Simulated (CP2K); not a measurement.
KBr:

```xyz
2
Lattice="4.6669 0.0000 0.0000 2.3335 4.0417 0.0000 2.3335 1.3472 3.8105" Properties=species:S:1:pos:R:3 pbc="T T T"
Br    4.6669    2.6944    1.9053
K     0.0000    0.0000    0.0000
```

Base run:

| Item | Value |
| --- | --- |
| Program | CP2K 2026.2 |
| Functional | BEEF-vdW |
| Potentials or basis | POTENTIAL_UZH Br GTH-PBE-q7, K GTH-PBE-q9; TZVP-MOLOPT-PBE-GTH basis |
| Density cutoff | 9184 eV |
| k mesh | 7 × 7 × 7 |
| Occupations | fermi-dirac, width 0.05 eV |
| Spin | no spin polarisation |

Its results: band gap on the k mesh 4.68 eV, direct; pressure 1.2 GPa.

Problem. After a change of settings the same cell gave: band gap on the k mesh 5.04 eV, direct; pressure 0.1 GPa. Which change was it?
A. functional from BEEF-vdW to PBE
B. functional from BEEF-vdW to vdW-DF-cx
C. functional from BEEF-vdW to MS2
D. functional from BEEF-vdW to WC

Solution. C.

Caveats: the potentials were made for another functional, which shifts forces and pressure; the basis of atomic orbitals isn't converged, which shifts pressures, moduli and gaps.
